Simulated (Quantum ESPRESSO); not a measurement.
Ge:

```
Ge
1.0
     1.39715   -2.60052    0.00000
     1.39715    2.60052    0.00000
     0.00000    0.00000    2.69823
Ge
1
Direct
  0.50000 0.50000 0.00000
```

This isn't the form of Ge at room conditions, which is diamond.

Base run:

- Program: Quantum ESPRESSO 7.5
- Functional: PBEsol
- Potentials or basis: GBRV 1.5 PBEsol
- Cutoff: 612 eV
- Density cutoff: 4898 eV
- k mesh: 11 × 11 × 10
- Occupations: fermi-dirac, width 0.05 eV
- Spin: no spin polarisation

Its results: band gap on the k mesh none (metal or under the smearing width); pressure -4.3 GPa.

Question: The run is repeated on the same cell with these changes: functional from PBEsol to LDA; potentials or basis from GBRV 1.5 PBEsol to GBRV 1.5 LDA. What comes out?

Answer: Band gap on the k mesh none (metal or under the smearing width); pressure -5.8 GPa.

Not every run made on this cell is shown here.
